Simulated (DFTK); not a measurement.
## BP: single point with PBEsol

Crystal: BP.

```
CELL_PARAMETERS angstrom
0.00000 2.26900 2.26900
2.26900 0.00000 2.26900
2.26900 2.26900 0.00000
ATOMIC_POSITIONS crystal
P 0.75000 0.75000 0.75000
B 0.00000 0.00000 0.00000
```

| Property | Result |
| --- | --- |
| Program | DFTK 0.8.2 |
| Task | single point |
| Functional | PBEsol |
| Potentials or basis | dojo.nc.sr.pbesol.v0_4_1.standard.upf (PBEsol) |
| Cutoff | 1034 eV |
| k mesh | 10 × 10 × 10 |
| Occupations | fermi-dirac, width 0.05 eV |
| Spin | no spin polarisation |
| Valence electrons | B 3, P 5 |
| SCF tolerance on the density | 1e-06 |

```yaml
Pressure: -1.9 GPa
Band_gap_on_the_k_mesh: 1.14 eV, indirect (least direct gap 3.36 eV)
```

Levels at points of the mesh, in eV from the valence-band top:
```csv
k point,band 2,band 3,band 4,band 5,band 6,band 7
"(0.00, 0.00, 0.00)",0.00,0.00,0.00,3.36,3.36,3.36
"(-0.50, 0.00, 0.00)",-9.09,-1.76,-1.76,3.72,4.65,4.65
"(-0.50, -0.50, 0.00)",-8.59,-4.14,-4.14,1.23,1.52,12.03
```

Run time: 2.2 min on 1 thread of Intel(R) Xeon(R) Platinum 8259CL CPU @ 2.50GHz (Skylake/Cascade Lake), on a shared host, peak memory 1.7 GiB.

A k mesh can miss the band edges. As with any semilocal functional, this PBEsol gap is likely too small.
